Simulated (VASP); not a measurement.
# Ni (Fm-3m) in VASP: notebook

The runs below take Ni through relaxation of cell and atoms, with PBEsol.

Everything below comes from runs of VASP 6.6.1. Logs are shortened: lines on timing, memory, paths and dates and some standing lists are left out, and cuts for length are marked.

### 1 The crystal as given

The structure is cubic, space group Fm-3m (No. 225). The conventional cell has a = 3.524 Å, b = 3.524 Å, c = 3.524 Å, α = 90.00°, β = 90.00°, γ = 90.00°. Ni (site symmetry m-3m) is surrounded by 12 Ni at 2.49 Å.

### 2 Relaxation of cell and atoms, PBEsol, collinear spin, ferromagnetic start

Contents of INCAR:

```
SYSTEM = Ni
ALGO = Normal
EDIFF = 1E-7
EDIFFG = -0.002
ENCUT = 520
GGA = PS
IBRION = 2
ISIF = 3
ISMEAR = 0
ISPIN = 2
LASPH = .True.
LCHARG = .False.
LMAXMIX = 4
LORBIT = 11
LREAL = .False.
LWAVE = .False.
MAGMOM = 0.8
NELM = 100
NSW = 80
PREC = Accurate
SIGMA = 0.1
```

Contents of KPOINTS:

```
k-points
0
Gamma
  20 20 20
  0 0 0
```

Contents of POSCAR:

```
Ni
1.0
    0.0000000000      1.7619350000      1.7619350000
    1.7619350000      0.0000000000      1.7619350000
    1.7619350000      1.7619350000      0.0000000000
Ni
1
Direct
    0.0000000000      0.0000000000      0.0000000000
```

Potentials or basis: VASP PAW PBE potentials, release 64 (Ni).

Started as:

```sh
> cat potpaw_PBE.64/Ni/POTCAR > POTCAR
> mpirun -np 1 vasp_std > vasp.out
```

OUTCAR:

```text
SYSTEM = Ni
   EDIFF = 1E-7
   EDIFFG = -0.002
   ENCUT = 520
   GGA = PS
   IBRION = 2
   ISIF = 3
   ISMEAR = 0
   ISPIN = 2
   LASPH = .True.
   LORBIT = 11
   LREAL = .False.
   NELM = 100
   NSW = 80
   PREC = Accurate

 ion  position               nearest neighbor table
   1  0.000  0.000  0.000-

  LATTYP: Found a face centered cubic cell.
 ALAT       =     3.5238700000

  Lattice vectors:

 A1 = (   0.0000000000,   1.7619350000,   1.7619350000)
 A2 = (   1.7619350000,   0.0000000000,   1.7619350000)
 A3 = (   1.7619350000,   1.7619350000,   0.0000000000)

Analysis of symmetry for initial positions (statically):
=====================================================================
 Subroutine PRICEL returns:
 Original cell was already a primitive cell.

 Routine SETGRP: Setting up the symmetry group for a
 face centered cubic supercell.

 Subroutine GETGRP returns: Found 48 space group operations
 (whereof 48 operations were pure point group operations)
 out of a pool of 48 trial point group operations.

The static configuration has the point symmetry O_h .

Analysis of symmetry for dynamics (positions and initial velocities):
=====================================================================
 Subroutine PRICEL returns:
 Original cell was already a primitive cell.

 Routine SETGRP: Setting up the symmetry group for a
 face centered cubic supercell.

 Subroutine GETGRP returns: Found 48 space group operations
 (whereof 48 operations were pure point group operations)
 out of a pool of 48 trial point group operations.

The dynamic configuration has the point symmetry O_h .

Analysis of structural, dynamic, and magnetic symmetry:
=====================================================================
 Subroutine PRICEL returns:
 Original cell was already a primitive cell.

 Routine SETGRP: Setting up the symmetry group for a
 face centered cubic supercell.

 Subroutine GETGRP returns: Found 48 space group operations
 (whereof 48 operations were pure point group operations)
 out of a pool of 48 trial point group operations.

The overall configuration has the point symmetry O_h .

 Subroutine INISYM returns: Found 48 space group operations
 (whereof 48 operations are pure point group operations),
 and found     1 'primitive' translations

----------------------------------------------------------------------------------------

                                     Primitive cell

  volume of cell :      10.9396

  direct lattice vectors                    reciprocal lattice vectors
     0.000000000  1.761935000  1.761935000    -0.283778914  0.283778914  0.283778914
     1.761935000  0.000000000  1.761935000     0.283778914 -0.283778914  0.283778914
     1.761935000  1.761935000  0.000000000     0.283778914  0.283778914 -0.283778914

  length of vectors
     2.491752373  2.491752373  2.491752373     0.491519496  0.491519496  0.491519496

  position of ions in fractional coordinates (direct lattice)
     0.000000000  0.000000000  0.000000000

  ion indices of the primitive-cell ions
   primitive index   ion index
                 1           1

----------------------------------------------------------------------------------------

 KPOINTS: k-points

Automatic generation of k-mesh.
 Grid dimensions read from file:
 generate k-points for:   20   20   20

 Generating k-lattice:

  Cartesian coordinates                     Fractional coordinates (reciprocal lattice)
    -0.014188946  0.014188946  0.014188946     0.050000000  0.000000000  0.000000000
     0.014188946 -0.014188946  0.014188946     0.000000000  0.050000000  0.000000000
     0.014188946  0.014188946 -0.014188946     0.000000000  0.000000000  0.050000000

  Length of vectors
     0.024575975  0.024575975  0.024575975

  Shift w.r.t. Gamma in fractional coordinates (k-lattice)
     0.000000000  0.000000000  0.000000000

 Subroutine IBZKPT returns following result:
 ===========================================

 Found    256 irreducible k-points:

 Following reciprocal coordinates:
            Coordinates               Weight
  0.000000  0.000000  0.000000      1.000000
  0.050000  0.000000  0.000000      8.000000
  0.100000  0.000000  0.000000      8.000000
  0.150000  0.000000  0.000000      8.000000
  0.200000  0.000000  0.000000      8.000000
  0.250000  0.000000  0.000000      8.000000
[... 16 lines left out ...]
 -0.400000  0.050000  0.000000     24.000000
 -0.350000  0.050000  0.000000     24.000000
 [... further k-points ...]
   k-points           NKPTS =    256   k-points in BZ     NKDIM =    256   number of bands    NBANDS=      9
   number of dos      NEDOS =    301   number of ions     NIONS =      1
   total plane-waves  NPLWV =   8000
   dimension x,y,z NGX =    20 NGY =   20 NGZ =   20
   dimension x,y,z NGXF=    40 NGYF=   40 NGZF=   40
   ions per type =               1
   NGX,Y,Z   is equivalent  to a cutoff of  13.34, 13.34, 13.34 a.u.
   NGXF,Y,Z  is equivalent  to a cutoff of  26.69, 26.69, 26.69 a.u.
 SYSTEM =  Ni
   PREC   = accura    normal or accurate (medium, high low for compatibility)
   ISTART =      0    job   : 0-new  1-cont  2-samecut
   ICHARG =      2    charge: 1-file 2-atom 10-const
   ISPIN  =      2    spin polarized calculation?
   LNONCOLLINEAR =      F non collinear calculations
   LSORBIT =      F    spin-orbit coupling
   LASPH  =      T    aspherical Exc in radial PAW
   ENCUT  =  520.0 eV  38.22 Ry    6.18 a.u.   4.63  4.63  4.63*2*pi/ulx,y,z
   NELM   =    100;   NELMIN=  2; NELMDL= -5     # of ELM steps
   EDIFF  = 0.1E-06   stopping-criterion for ELM
   LREAL  =      F    real-space projection
   EDIFFG = -.2E-02   stopping-criterion for IOM
   NSW    =     80    number of steps for IOM
   IBRION =      2    ionic relax: 0-MD 1-quasi-New 2-CG
   NFREE  =      1    steps in history (QN), initial steepest desc. (CG)
   ISIF   =      3    stress and relaxation
   ISYM   =      2    0-nonsym 1-usesym 2-fastsym
   POTIM  = 0.5000    time-step for ionic-motion
   TEBEG  =    0.0;   TEEND  =   0.0 temperature during run
   PSTRESS=    0.0 pullay stress
   NELECT =      10.0000    total number of electrons
   NUPDOWN=      -1.0000    fix difference up-down
   EMIN   =  10.00;   EMAX   =-10.00  energy-range for DOS
   EFERMI =   0.00;   METHOD = LEGACY
   ISMEAR =     0;   SIGMA  =   0.10  broadening in eV -4-tet -1-fermi 0-gaus
   EFERMI_NEDOS =   21; number of points for ismear=-14 and -15
   IALGO  =     38    algorithm
   IMIX   =      4    mixing-type and parameters
     AMIX     =   0.40;   BMIX     =  1.00
     AMIX_MAG =   1.60;   BMIX_MAG =  1.00
  volume/ion in A,a.u.               =      10.94        73.82
  Fermi-wavevector in a.u.,A,eV,Ry     =   1.588821  3.002436 34.345893  2.524352
  Thomas-Fermi vector in A             =   2.687765
   LORBIT       =     11    0 simple, 1 ext, 2 COOP (PROOUT), +10 PAW based schemes
   GGA     = PS    functional components
   LHFCALC =     F    Hartree Fock is set to
   AEXX    =    0.0000 exact exchange contribution
   IVDW    =     0    specifies the selected vdW correction
   LEPSILON=     F    determine dielectric tensor
   LRPA    =     F    only Hartree local field effects (RPA)
 conjugate gradient relaxation of ions
 spin polarized calculation
 Gauss-broadening in eV      SIGMA  =   0.10
  energy-cutoff  :      520.00
  volume of cell :       10.94
 maximum number of plane-waves:       306
   NGX =  9   NGY =  9   NGZ =  9

--------------------------------------- Ionic step        1  -------------------------------------------

 number of electron      10.0000010 magnetization       0.6305348

 Free energy of the ion-electron system (eV)
  ---------------------------------------------------
  ext. energy  EPLUGINS =         0.00000000
  ---------------------------------------------------
  free energy    TOTEN  =        -6.12070367 eV

  energy without entropy =       -6.11165841  energy(sigma->0) =       -6.11618104

------------------------ aborting loop because EDIFF is reached ----------------------------------------

  FORCE on cell =-STRESS in cart. coord.  units (eV):
  Direction    XX          YY          ZZ          XY          YZ          ZX
  --------------------------------------------------------------------------------------
  -------------------------------------------------------------------------------------
  Total       -0.7169051     -0.7169051     -0.7169051     -0.0000000      0.0000000     -0.0000000
  in kB     -104.9959682   -104.9959682   -104.9959682     -0.0000000      0.0000000     -0.0000000
  external PRESSURE =    -104.9959682 kB  Pullay stress =       0.0000000 kB
[... 20 lines left out ...]
  energy  without entropy=       -6.1116584090  energy(sigma->0) =       -6.11618104

--------------------------------------- Ionic step        2  -------------------------------------------

 number of electron       9.9999999 magnetization       0.6149592

 E-fermi :  10.6794     XC(G=0): -14.0409

 val. band max:       10.6785774222   @ k =   0.4500   0.1500   0.0500
 cond. band min:      10.6832506129   @ k =   0.3500   0.2500   0.0500
 fundamental gap:      0.0046731907
 Fermi energy:        10.6794165962

 spin component 1

 k-point     1 :       0.0000    0.0000    0.0000
  band No.  band energies     occupation
      1       0.8966      1.00000
      2       7.9825      1.00000
      3       7.9825      1.00000
      4       7.9825      1.00000
      5       9.3292      1.00000
      6       9.3292      1.00000
      7      35.2188      0.00000
      8      39.8534      0.00000
      9      39.8534      0.00000
[... 705 lines left out ...]
  energy  without entropy=       -6.1315412724  energy(sigma->0) =       -6.13578444

--------------------------------------- Ionic step        6  -------------------------------------------

 number of electron       9.9999995 magnetization       0.6227506

 Free energy of the ion-electron system (eV)
  ---------------------------------------------------
  ext. energy  EPLUGINS =         0.00000000
  ---------------------------------------------------
  free energy    TOTEN  =        -6.14003144 eV

  energy without entropy =       -6.13155319  energy(sigma->0) =       -6.13579232

 E-fermi :   9.8699     XC(G=0): -13.7174

 val. band max:        9.8695157170   @ k =  -0.4000   0.2500   0.0000
 cond. band min:       9.8710825766   @ k =   0.4000   0.0000   0.0000
 fundamental gap:      0.0015668596
 Fermi energy:         9.8698536490

 spin component 1

 k-point     1 :       0.0000    0.0000    0.0000
  band No.  band energies     occupation
      1       0.4761      1.00000
      2       7.3187      1.00000
      3       7.3187      1.00000
      4       7.3187      1.00000
      5       8.5692      1.00000
      6       8.5692      1.00000
      7      33.9660      0.00000
      8      38.1757      0.00000
      9      38.1757      0.00000
[... 596 lines left out ...]
  FREE ENERGIE OF THE ION-ELECTRON SYSTEM (eV)
  ---------------------------------------------------
  free  energy   TOTEN  =        -6.1400314428 eV

  energy  without entropy=       -6.1315531897  energy(sigma->0) =       -6.13579232

 reached required accuracy - stopping structural energy minimisation

 total charge

# of ion       s       p       d       tot
------------------------------------------
    1        0.521   0.547   8.333   9.401

 magnetization (x)

# of ion       s       p       d       tot
------------------------------------------
    1       -0.006  -0.024   0.659   0.628
```

It took 2.2 min on 1 thread of AMD EPYC 9R45 (Zen 5), shared host; peak memory 0.14 GiB.

What came out:

```
Free energy                                           : -6.1400 eV
Relaxed volume                                        : 10.38 Å³/atom
Relaxed cell                                          : a = 2.448 Å, b = 2.448 Å, c = 2.448 Å, α = 60.00°, β = 60.00°, γ = 60.00°
Space group after relaxing (to 0.05 Å)                : Fm-3m (No. 225)
Energy gained by relaxing                             : 19.3 meV/atom
Ionic steps                                           : 6
Pressure after relaxing                               : 0.0 GPa
Band gap on the k mesh                                : none (metal or under the smearing width)
Net moment                                            : 0.62 μB per cell
Site moments                                          : Ni +0.63 μB
Valence electrons inside the program's atomic spheres : Ni 9.40
```

Step by step:
| step | energy change (eV) | largest force (eV/Å) | pressure (GPa) | volume (Å³) |
| --- | --- | --- | --- | --- |
| 1 | 0.0000 | 0.0000 | -10.50 | 10.94 |
| 2 | 0.0025 | 0.0000 | 13.76 | 9.84 |
| 3 | -0.0193 | 0.0000 | -0.09 | 10.38 |
| 4 | -0.0193 | 0.0000 | 0.16 | 10.37 |
| 5 | -0.0193 | 0.0000 | -0.15 | 10.39 |
| 6 | -0.0193 | 0.0000 | 0.02 | 10.38 |

Final structure:
```yaml
crystal:
  lattice:
    - [0.00000, 1.73133, 1.73133]
    - [1.73133, 0.00000, 1.73133]
    - [1.73133, 1.73133, 0.00000]
  atoms:
    - { symbol: Ni, position: [0.00000, 0.00000, 0.00000] }
```

Caveat: the PAW data sets were made with another functional, which shifts forces and pressure a little.

### 3 Relaxation of cell and atoms, PBEsol, collinear spin, ferromagnetic start

This run uses another cell than the first one, of 10.38 Å³/atom, 0.949 times its volume.

INCAR is that of step 2.

KPOINTS is that of step 2.

Contents of POSCAR:

```
Ni                                      
1.0
   -0.0000000000      1.7313286197      1.7313286197
    1.7313286197      0.0000000000      1.7313286197
    1.7313286197      1.7313286197     -0.0000000000
  Ni            
     1
Direct
     0.0000000000000000    0.0000000000000000    0.0000000000000000
```

Potentials or basis: VASP PAW PBE potentials, release 64 (Ni).

Started as:

```sh
> cat potpaw_PBE.64/Ni/POTCAR > POTCAR
> mpirun -np 1 vasp_std > vasp.out
```

It took 49 s on 1 thread of AMD EPYC 9R45 (Zen 5), shared host; peak memory 0.12 GiB.

Results (log left out):

```
Free energy                                           : -6.1400 eV
Relaxed volume                                        : 10.38 Å³/atom
Relaxed cell                                          : a = 2.449 Å, b = 2.449 Å, c = 2.449 Å, α = 60.00°, β = 60.00°, γ = 60.00°
Space group after relaxing (to 0.05 Å)                : Fm-3m (No. 225)
Energy gained by relaxing                             : 0.0 meV/atom
Ionic steps                                           : 3
Pressure after relaxing                               : 0.0 GPa
Band gap on the k mesh                                : none (metal or under the smearing width)
Net moment                                            : 0.62 μB per cell
Site moments                                          : Ni +0.63 μB
Valence electrons inside the program's atomic spheres : Ni 9.40
```

Final structure:
```
Ni
1.0
     0.00000    1.73140    1.73140
     1.73140    0.00000    1.73140
     1.73140    1.73140    0.00000
Ni
1
Direct
  0.00000 0.00000 0.00000
```

Levels at points of the mesh, in eV from the Fermi level:
Spin up:
```csv
k point,band 1,band 2,band 3,band 4,band 5,band 6,band 7,band 8,band 9
"(0.00, 0.00, 0.00)",-9.39,-2.55,-2.55,-2.55,-1.30,-1.30,24.10,28.30,28.30
"(0.50, 0.00, 0.00)",-5.12,-2.54,-2.54,-0.58,-0.58,-0.43,5.98,22.57,25.44
"(0.50, 0.50, 0.00)",-4.96,-4.45,-0.54,-0.43,-0.43,2.42,9.62,15.21,15.21
```
Spin down:
| k point | band 2 | band 3 | band 4 | band 5 | band 6 | band 7 | band 8 | band 9 |
| --- | --- | --- | --- | --- | --- | --- | --- | --- |
| (0.00, 0.00, 0.00) | -1.83 | -1.83 | -1.83 | -0.69 | -0.69 | 23.99 | 28.30 | 28.30 |
| (0.50, 0.00, 0.00) | -1.93 | -1.93 | -0.46 | 0.16 | 0.16 | 6.41 | 22.46 | 25.53 |
| (0.50, 0.50, 0.00) | -3.87 | 0.10 | 0.39 | 0.39 | 2.41 | 9.89 | 15.24 | 15.24 |

Caveat: the PAW data sets were made with another functional, which shifts forces and pressure a little.
